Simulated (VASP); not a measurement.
**CoSi2: single point with PBE**

CoSi2:

```
CELL_PARAMETERS angstrom
0.00000 2.67800 2.67800
2.67800 0.00000 2.67800
2.67800 2.67800 0.00000
ATOMIC_POSITIONS crystal
Co 0.00000 0.00000 0.00000
Si 0.75000 0.75000 0.75000
Si 0.25000 0.25000 0.25000
```

| Property | Result |
| --- | --- |
| Program | VASP 6.6.1 |
| Task | single point |
| Functional | PBE |
| Potentials or basis | VASP PAW PBE potentials, release 64 (Co, Si) |
| Cutoff | 520 eV |
| k mesh | 9 × 9 × 9 |
| Occupations | fermi-dirac, width 0.05 eV |
| Spin | collinear spin, ferromagnetic start |
| Starting moments | [2.0, 0.0, 0.0] μB |
| Further INCAR settings | ALGO = Normal; EDIFF = 1e-07; NBANDS = 20 |

The pressure is 0.3 GPa. The band gap on the k mesh is none (metal or under the smearing width) and the net moment is 0.00 μB per cell. The valence electrons inside the program's atomic spheres are Co 8.86; Si 1.59.

Levels at points of the mesh, in eV from the Fermi level:
Spin up:
```
           k point  band 5  band 6  band 7  band 8  band 9  band 10  band 11  band 12  band 13  band 14
(0.00, 0.00, 0.00)   -1.87   -1.87    0.79    3.44    3.44     3.44     3.48     3.48     3.48     5.70
```
Spin down:
```tsv
k point	band 5	band 6	band 7	band 8	band 9	band 10	band 11	band 12	band 13	band 14
(0.00, 0.00, 0.00)	-1.87	-1.87	0.79	3.44	3.44	3.44	3.48	3.48	3.48	5.70
```

It took 57 s on 1 thread of Intel(R) Xeon(R) Platinum 8488C (Sapphire Rapids), on a shared host, peak memory 0.19 GiB.

Caveat: the starting moments collapsed, and a magnetic state may lie lower.
